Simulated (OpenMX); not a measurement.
Ti: single point with PBE

Ti:

```
Ti
1.0
     2.91013    0.00000    0.00000
    -1.45507    2.52025    0.00000
     0.00000    0.00000    4.61675
Ti
2
Direct
  0.66667 0.33333 0.75000
  0.33333 0.66667 0.25000
```

The cell isn't the ideal one: volume scaled by 0.96.

```yaml
Program: OpenMX 3.8.5
Task: single point
Functional: PBE
Potentials_or_basis: OpenMX 2013 PBE set, Ti7.0-s3p2d1, grid cutoff 560 Ry
k_mesh: 7 × 7 × 5
Occupations: fermi-dirac, width 0.05 eV
Spin: no spin polarisation
Mixing_scheme: rmm-diisk
SCF_threshold: 1e-08 Ha
Solver: band
Max_SCF_cycles: 100
```

The pressure is -0.4 GPa and the largest force is 0.029 eV/Å. The band gap on the k mesh is none (metal or under the smearing width).

Forces in eV/Å, atoms in the order of the input:
```
Ti   0.002 -0.029  0.000
Ti  -0.002  0.029  0.000
```

Levels at points of the mesh, in eV from the Fermi level:
```csv
k point,band 8,band 9,band 10,band 11,band 12,band 13,band 14,band 15,band 16,band 17
"(0.00, 0.00, 0.00)",-32.92,-6.11,-2.71,0.67,0.68,0.80,0.97,1.18,1.20,1.56
```

It took 66 s on 1 thread of Arm Neoverse V1, on a shared host, peak memory 0.83 GiB.

Caveat: the transition metal has a single d function, too few for pressures, volumes and moments; the basis of atomic orbitals isn't converged, which shifts pressures, moduli and gaps.
